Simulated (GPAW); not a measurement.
# MnO (Fm-3m) in GPAW: settings compared, part 2 of 2

GPAW 26.7.0. Earlier steps stand in the parts before.

**3. Band structure, LDA, collinear spin, ferromagnetic start**

File run.py:

```python
from ase.dft.bandgap import bandgap
from ase.io import read, write
from ase.units import GPa
from gpaw import GPAW, PW, setup_paths

setup_paths.insert(0, '.')

atoms = read('MnO.cif')
atoms.set_initial_magnetic_moments([4.0, 0.0])

calc = GPAW(mode=PW(800),
            xc='LDA',
            kpts={'size': (7, 7, 7), 'gamma': True},
            occupations={'name': 'fermi-dirac', 'width': 0.05},
            nbands=21,
            convergence={'density': 1e-05, 'energy': 1e-05},
            maxiter=150,
            txt='gpaw.txt')
atoms.calc = calc
energy = atoms.get_potential_energy()
forces = atoms.get_forces()
stress = atoms.get_stress()
calc.write('gs.gpw')
write('result.traj', atoms)
print(f'Energy: {energy:.6f} eV')
print('Forces (eV/A):')
print(forces.round(4))
print('Stress (GPa):', (stress / GPa).round(3))
print('Moments:', calc.get_magnetic_moments().round(3))
print('Fermi level:', round(calc.get_fermi_level(), 4), 'eV')
print(f'Gap: {bandgap(calc)[0]:.4f} eV, direct: {bandgap(calc, direct=True)[0]:.4f} eV')

path = atoms.cell.bandpath('GXWKGLUWLK,UX', npoints=80, eps=1e-4)
bs_calc = calc.fixed_density(kpts=path, symmetry='off', nbands=31,
                             convergence={'bands': 'CBM+6.0', 'eigenstates': 1e-6}, txt='bands.txt')
bs = bs_calc.band_structure()
bs.write('bs.json')
print(f'Gap on the path: {bandgap(bs_calc)[0]:.4f} eV')
```

File MnO.cif:

```cif
data_MnO
_cell_length_a 3.14508043
_cell_length_b 3.14508043
_cell_length_c 3.14508043
_cell_angle_alpha 60.00000000
_cell_angle_beta 60.00000000
_cell_angle_gamma 60.00000000
_space_group_name_H-M_alt 'P1'
_space_group_name_Hall 'P 1'
_space_group_IT_number 1
loop_
_space_group_symop_operation_xyz
'x,y,z'
loop_
_atom_site_label
_atom_site_type_symbol
_atom_site_symmetry_multiplicity
_atom_site_Wyckoff_symbol
_atom_site_fract_x
_atom_site_fract_y
_atom_site_fract_z
_atom_site_occupancy
Mn1 Mn 1 a 0.0000000000 0.0000000000 0.0000000000 1
O1 O 1 a 0.5000000000 0.5000000000 0.5000000000 1
```

Potentials or basis: PAW data sets generated in the run's folder for this functional, pw.

Command:

```bash
$ gpaw-setup -f LDA Mn O
$ OMP_NUM_THREADS=1 python run.py
```

gpaw.txt:

```text
__  _  _
 | _ |_)|_||  |
 |__||  | ||/\| - 26.7.0

Input parameters:
  mode=PW(ecut=800.0),
  convergence={'density': 1e-05, 'energy': 1e-05},
  kpts=MonkhorstPack(size=(7, 7, 7), gamma=True),
  maxiter=150,
  nbands=21,
  occupations=Occupations(name='fermi-dirac', width=0.05),
  xc=XC(name='LDA')

Diagonalizing LCAO Hamiltonian
Converting LCAO to pw mode

                 O

       Mn

Atoms  # Å, Bohr magnetons
|   | symbol |        x |        y |        z |    initial magnetic moments |
|---|--------|----------|----------|----------|-----------------------------|
| 0 |     Mn | 0.000000 | 0.000000 | 0.000000 | ( 0.0000,  0.0000,  4.0000) |
| 1 |      O | 3.145080 | 1.815813 | 1.283974 | ( 0.0000,  0.0000,  0.0000) |

Unit cell  # Å
| periodic |        x |        y |        z |  lengths |    angles |
|----------|----------|----------|----------|----------|-----------|
|      yes | 3.145080 | 0.000000 | 0.000000 | 3.145080 | 60.000000 |
|      yes | 1.572540 | 2.723720 | 0.000000 | 3.145080 | 60.000000 |
|      yes | 1.572540 | 0.907907 | 2.567947 | 3.145080 | 60.000000 |

Number of symmetries: 48
Symmetry operations  # r_c * U_cc + t_c -> r_c
|    | kind |            matrix            |
|----|------|------------------------------|
|  0 |  σ   |  1, 0, 0,  1, 0,-1,  1,-1, 0 |
|  1 |  C2  |  1, 0, 0,  1,-1, 0,  1, 0,-1 |
|  2 |  E   |  1, 0, 0,  0, 1, 0,  0, 0, 1 |
[... 186 lines left out ...]
|iter:   7| |  -18.582956c| -5.44 | -2.90 |  +4.5664|
|iter:   8| |  -18.582960c| -6.83 | -3.53 |  +4.5683|
|iter:   9| |  -18.582959c| -7.91c| -3.93 |  +4.5676|
|iter:  10| |  -18.582959c| -8.78c| -4.81 |  +4.5676|
|iter:  11| |  -18.582959c| -8.57c| -5.21c|  +4.5676|

Converged in 11 steps
Energy contributions relative to reference atoms: (reference = -33483.380042)

Energy contributions:
  Kinetic:          15.766016
  Coulomb:         -13.886981
  Zero:              0.288455
  External:          0.000000
  Xc:              -20.748369
  Entropy:          -0.004163
  Spinorbit:         0.000000
  ----------------------------
  Free energy:     -18.585041
  Extrapolated:    -18.582959

dipole moment: (-13.895909, -8.022807, -5.672981)  # |e|*Ang

Total magnetic moment: (0.000000, 0.000000, 4.567607)

Local magnetic moments
|        x |        y |        z |
|----------|----------|----------|
| 0.000000 | 0.000000 | 4.065074 |  # Mn   0
| 0.000000 | 0.000000 | 0.149805 |  # O    1

Fermi level: 7.767
Eigenvalues  # (at kpt = [0.000, 0.000, 0.000])
| band index |      eig [eV] | occ [0-1] |      eig [eV] | occ [0-1] |
|------------|---------------|-----------|---------------|-----------|
|          0 |       -72.915 |     1.000 |       -68.512 |     1.000 |
|        ... |               |           |               |           |
|          3 |       -42.050 |     1.000 |       -37.773 |     1.000 |
|          4 |       -12.338 |     1.000 |       -11.868 |     1.000 |
|          5 |         3.842 |     1.000 |         4.277 |     1.000 |
|          6 |         3.842 |     1.000 |         4.277 |     1.000 |
|          7 |         3.842 |     1.000 |         4.277 |     1.000 |
|          8 |         4.712 |     1.000 |         8.174 |     0.000 |
[... 8 lines left out ...]
|         17 |        23.913 |     0.000 |        25.504 |     0.000 |
|         18 |        27.206 |     0.000 |        28.960 |     0.000 |
|        ... |               |           |               |           |
|         20 |        27.206 |     0.000 |        28.960 |     0.000 |

No gap
No difference between direct/indirect transitions

Forces  # eV/Ang
|       x |        y |        z |
|---------|----------|----------|
| 0.00000 | -0.00000 |  0.00000 |  # Mn   0
| 0.00000 |  0.00000 | -0.00000 |  # O    1

Stress tensor  # eV/Ang^3
|         x |         y |         z |
|-----------|-----------|-----------|
|  0.096137 | -0.000000 | -0.000000 |
| -0.000000 |  0.096137 | -0.000000 |
| -0.000000 | -0.000000 |  0.096137 |

# Writing to gs.gpw (mode='')
```

stdout:

```text
Energy: -18.582959 eV
Forces (eV/A):
[[ 0. -0.  0.]
 [ 0.  0. -0.]]
Stress (GPa): [15.403 15.403 15.403 -0.    -0.    -0.   ]
Moments: [4.065 0.15 ]
Fermi level: 7.767 eV
Gap: 0.0000 eV, direct: 0.0000 eV
Gap on the path: 0.0000 eV
```

bands.txt:

```text
Diagonalizing LCAO Hamiltonian
Converting LCAO to pw mode
convergence criteria:
- Maximum integral of absolute [eigenst]ate change: 1e-06 eV^2 / valence electron
maximum number of iterations: 150

SCF iterations
|iter     | |      energy | eigst |  dens |  magmom |
[... 85 lines left out ...]
         [0.41666667, 0.41666667, 0.66666667],
         [0.40277778, 0.40277778, 0.69444444],
         [0.38888889, 0.38888889, 0.72222222],
         [0.375     , 0.375     , 0.75      ],
         [0.625     , 0.25      , 0.625     ],
         [0.59375   , 0.1875    , 0.59375   ],
         [0.5625    , 0.125     , 0.5625    ],
         [0.53125   , 0.0625    , 0.53125   ],
         [0.5       , 0.        , 0.5       ]])),
  maxiter=150,
  nbands=31,
  occupations=Occupations(name='fermi-dirac', width=0.05),
  symmetry=Symmetry(point_group=False, time_reversal=False),
  xc=XC(name='LDA')
```

Run time: 39 s. Hardware: 1 thread of Intel Xeon 6975P-C (Granite Rapids), shared host; peak memory 0.3 GiB.

Results:

```yaml
Free_energy: -18.5850 eV
Pressure: -15.4 GPa
Band_gap_along_the_path: none (metal or under the smearing width)
Net_moment: 4.57 μB per cell
Site_moments: Mn +4.07; O +0.15 μB
```

Levels at the corners of the path, in eV from the Fermi level:
Spin up:
```csv
point,band 11,band 12,band 13,band 14
Γ,-3.06,-2.55,-2.55,-0.53
X,-1.81,-1.81,-1.72,4.89
W,-1.81,-1.81,-0.79,6.88
K,-1.77,-1.47,-0.83,6.26
Γ,-3.06,-2.55,-2.55,-0.53
L,-1.71,0.34,0.34,3.37
U,-1.77,-1.47,-0.83,6.26
W,-1.81,-1.81,-0.79,6.88
L,-1.71,0.34,0.34,3.37
K,-1.77,-1.47,-0.83,6.26
U,-1.77,-1.47,-0.83,6.26
X,-1.81,-1.81,-1.72,4.89
```
Spin down:
| point | band 5 | band 6 | band 7 | band 8 | band 9 | band 10 | band 11 | band 12 |
| --- | --- | --- | --- | --- | --- | --- | --- | --- |
| Γ | -19.63 | -3.49 | -3.49 | -3.49 | 0.41 | 0.41 | 0.41 | 0.53 |
| X | -18.65 | -6.56 | -4.47 | -4.47 | -1.17 | 1.69 | 1.93 | 2.15 |
| W | -18.57 | -5.84 | -5.84 | -5.38 | 0.97 | 0.97 | 1.90 | 2.15 |
| K | -18.59 | -6.21 | -5.86 | -4.79 | 0.12 | 1.89 | 1.93 | 2.12 |
| Γ | -19.63 | -3.49 | -3.49 | -3.49 | 0.41 | 0.41 | 0.41 | 0.53 |
| L | -18.65 | -7.54 | -5.00 | -5.00 | 1.65 | 1.69 | 1.69 | 3.46 |
| U | -18.59 | -6.21 | -5.86 | -4.79 | 0.12 | 1.89 | 1.93 | 2.12 |
| W | -18.57 | -5.84 | -5.84 | -5.38 | 0.97 | 0.97 | 1.90 | 2.15 |
| L | -18.65 | -7.54 | -5.00 | -5.00 | 1.65 | 1.69 | 1.69 | 3.46 |
| K | -18.59 | -6.21 | -5.86 | -4.79 | 0.12 | 1.89 | 1.93 | 2.12 |
| U | -18.59 | -6.21 | -5.86 | -4.79 | 0.12 | 1.89 | 1.93 | 2.12 |
| X | -18.65 | -6.56 | -4.47 | -4.47 | -1.17 | 1.69 | 1.93 | 2.15 |

Caveat: so large a pressure means that the cell lies far from this level's equilibrium, or that cutoff or potentials fall short; a cell with one magnetic atom can't hold antiferromagnetic order, which such compounds often take; semilocal functionals often make such compounds metallic where correlation or magnetic order opens a gap, which also shifts bond lengths.

**4. Equation of state, LDA, collinear spin, ferromagnetic start**

File run.py:

```python
import spglib
from ase import Atoms
from ase.eos import EquationOfState
from ase.io import Trajectory, read
from ase.units import GPa
from gpaw import GPAW, PW

atoms = read('MnO.cif')
cell, positions, numbers = spglib.find_primitive(
    (atoms.cell[:], atoms.get_scaled_positions(), atoms.numbers), symprec=1e-4)
atoms = Atoms(numbers, cell=cell, scaled_positions=positions, pbc=True)
atoms.set_initial_magnetic_moments([4.0, 0.0])

traj = Trajectory('eos.traj', 'w')
volumes, energies = [], []
for x in [0.94, 0.96, 0.98, 1.0, 1.02, 1.04, 1.06]:
    a = atoms.copy()
    a.set_cell(atoms.cell * x**(1 / 3), scale_atoms=True)
    calc = GPAW(mode=PW(800),
                xc='LDA',
                kpts={'size': (7, 7, 7), 'gamma': True},
                occupations={'name': 'fermi-dirac', 'width': 0.05},
                nbands=21,
                convergence={'density': 1e-05, 'energy': 1e-05},
                maxiter=150,
                txt=f'eos-{x:.2f}.txt')
    a.calc = calc
    energies.append(a.get_potential_energy(force_consistent=True))
    volumes.append(a.get_volume())
    p = -a.get_stress()[:3].mean() / GPa
    calc.write(f'eos-{x:.2f}.gpw')
    traj.write(a)
    print(f'{x:.2f} {volumes[-1]:10.4f} A^3 {energies[-1]:14.6f} eV {p:9.3f} GPa', flush=True)

v0, e0, B = EquationOfState(volumes, energies, eos='birchmurnaghan').fit()
print(f'V0 = {v0:.4f} A^3, E0 = {e0:.6f} eV, B0 = {B / GPa:.2f} GPa')
```

File MnO.cif:

```cif
data_MnO
_cell_length_a 4.44781541
_cell_length_b 4.44781541
_cell_length_c 4.44781541
_cell_angle_alpha 90.00000000
_cell_angle_beta 90.00000000
_cell_angle_gamma 90.00000000
_space_group_name_H-M_alt 'Fm-3m'
_space_group_name_Hall '-F 4 2 3'
_space_group_IT_number 225
loop_
_space_group_symop_operation_xyz
'x,y,z'
'-x,-y,-z'
'-y,x,z'
'y,-x,-z'
'-x,-y,z'
'x,y,-z'
'y,-x,z'
'-y,x,-z'
'x,-y,-z'
'-x,y,z'
'-y,-x,-z'
'y,x,z'
'-x,y,-z'
'x,-y,z'
'y,x,-z'
'-y,-x,z'
'z,x,y'
'-z,-x,-y'
'z,-y,x'
'-z,y,-x'
'z,-x,-y'
'-z,x,y'
'z,y,-x'
'-z,-y,x'
'-z,x,-y'
'z,-x,y'
'-z,-y,-x'
'z,y,x'
'-z,-x,y'
'z,x,-y'
'-z,y,x'
'z,-y,-x'
'y,z,x'
'-y,-z,-x'
'x,z,-y'
'-x,-z,y'
'-y,z,-x'
'y,-z,x'
'-x,z,y'
'x,-z,-y'
'-y,-z,x'
'y,z,-x'
'-x,-z,-y'
'x,z,y'
'y,-z,-x'
'-y,z,x'
'x,-z,y'
'-x,z,-y'
'x,y+1/2,z+1/2'
'-x,-y+1/2,-z+1/2'
'-y,x+1/2,z+1/2'
'y,-x+1/2,-z+1/2'
[... 63 lines left out ...]
'-z+1/2,y,-x+1/2'
'z+1/2,-x,-y+1/2'
'-z+1/2,x,y+1/2'
'z+1/2,y,-x+1/2'
'-z+1/2,-y,x+1/2'
'-z+1/2,x,-y+1/2'
'z+1/2,-x,y+1/2'
'-z+1/2,-y,-x+1/2'
'z+1/2,y,x+1/2'
'-z+1/2,-x,y+1/2'
'z+1/2,x,-y+1/2'
'-z+1/2,y,x+1/2'
'z+1/2,-y,-x+1/2'
'y+1/2,z,x+1/2'
'-y+1/2,-z,-x+1/2'
'x+1/2,z,-y+1/2'
'-x+1/2,-z,y+1/2'
'-y+1/2,z,-x+1/2'
'y+1/2,-z,x+1/2'
'-x+1/2,z,y+1/2'
'x+1/2,-z,-y+1/2'
'-y+1/2,-z,x+1/2'
'y+1/2,z,-x+1/2'
'-x+1/2,-z,-y+1/2'
'x+1/2,z,y+1/2'
'y+1/2,-z,-x+1/2'
'-y+1/2,z,x+1/2'
'x+1/2,-z,y+1/2'
'-x+1/2,z,-y+1/2'
'x+1/2,y+1/2,z'
'-x+1/2,-y+1/2,-z'
'-y+1/2,x+1/2,z'
'y+1/2,-x+1/2,-z'
'-x+1/2,-y+1/2,z'
'x+1/2,y+1/2,-z'
'y+1/2,-x+1/2,z'
'-y+1/2,x+1/2,-z'
'x+1/2,-y+1/2,-z'
'-x+1/2,y+1/2,z'
'-y+1/2,-x+1/2,-z'
'y+1/2,x+1/2,z'
'-x+1/2,y+1/2,-z'
'x+1/2,-y+1/2,z'
'y+1/2,x+1/2,-z'
'-y+1/2,-x+1/2,z'
'z+1/2,x+1/2,y'
'-z+1/2,-x+1/2,-y'
'z+1/2,-y+1/2,x'
'-z+1/2,y+1/2,-x'
'z+1/2,-x+1/2,-y'
'-z+1/2,x+1/2,y'
'z+1/2,y+1/2,-x'
'-z+1/2,-y+1/2,x'
'-z+1/2,x+1/2,-y'
'z+1/2,-x+1/2,y'
'-z+1/2,-y+1/2,-x'
'z+1/2,y+1/2,x'
'-z+1/2,-x+1/2,y'
'z+1/2,x+1/2,-y'
'-z+1/2,y+1/2,x'
'z+1/2,-y+1/2,-x'
'y+1/2,z+1/2,x'
'-y+1/2,-z+1/2,-x'
'x+1/2,z+1/2,-y'
'-x+1/2,-z+1/2,y'
'-y+1/2,z+1/2,-x'
'y+1/2,-z+1/2,x'
'-x+1/2,z+1/2,y'
'x+1/2,-z+1/2,-y'
'-y+1/2,-z+1/2,x'
'y+1/2,z+1/2,-x'
'-x+1/2,-z+1/2,-y'
'x+1/2,z+1/2,y'
'y+1/2,-z+1/2,-x'
'-y+1/2,z+1/2,x'
'x+1/2,-z+1/2,y'
'-x+1/2,z+1/2,-y'
loop_
_atom_site_label
_atom_site_type_symbol
_atom_site_symmetry_multiplicity
_atom_site_Wyckoff_symbol
_atom_site_fract_x
_atom_site_fract_y
_atom_site_fract_z
_atom_site_occupancy
Mn1 Mn 4 a 0.0000000000 0.0000000000 0.0000000000 1
O1 O 4 b 0.5000000000 0.0000000000 0.0000000000 1
```

Potentials or basis: the program's PAW data sets (release 1.2.1) made for this functional, pw.

Command:

```bash
$ OMP_NUM_THREADS=1 python run.py
```

Run time: 94 s. Hardware: 1 thread of Intel Xeon 6975P-C (Granite Rapids), shared host; peak memory 0.27 GiB.

The run converged. Its results:

```
Equilibrium volume : 9.78 Å³/atom (rough: see the caveat)
Bulk modulus       : 162 GPa (rough)
```

Energy against volume, from the lowest point:
| volume (Å³/atom) | energy (meV/atom) |
| --- | --- |
| 10.339 | 0.00 |
| 10.559 | 13.31 |
| 10.779 | 29.25 |
| 10.999 | 48.54 |
| 11.219 | 70.99 |
| 11.439 | 95.86 |
| 11.659 | 122.42 |

Caveat: the minimum lies outside the volumes run.
